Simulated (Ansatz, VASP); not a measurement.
**GaSb: VASP beside Ansatz**

```xyz
2
Lattice="-1.5864 2.7275 2.9501 1.5864 -2.7275 2.9501 1.5864 2.7275 -2.9501" Properties=species:S:1:pos:R:3 pbc="T T T"
Sb    0.0000    0.0000    2.9501
Ga    0.0000    0.0000    0.0000
```

Change from the starting cell: volume scaled by 1.06.

Alike in both runs: task single point; functional LDA; k mesh 10 × 10 × 10; occupations fermi-dirac, width 0.05 eV; no spin polarisation.

```csv
,VASP,Ansatz
version,VASP 6.6.1,Ansatz 0.2.0
potentials or method,"VASP PAW LDA potentials, release 64 (Sb, Ga_d), cutoff 520 eV","all-electron LAPW, scalar-relativistic"
```

VASP gave:

```
gap on the k mesh at the Fermi level (eV)       : none
pressure (GPa)                                  : -6.7
largest component of the traceless stress (GPa) : 0.76
```

Q: Which values does Ansatz return?

A: gap on the k mesh at the Fermi level (eV): none; pressure (GPa): -6.6; largest component of the traceless stress (GPa): 0.74.

A gap of «none» marks a metal or a gap that the smearing closes. Ansatz ran all-electron here, so the differences hold the error of VASP's frozen core and of both bases.

Spin-orbit coupling is left out, which matters for the levels of Sb.
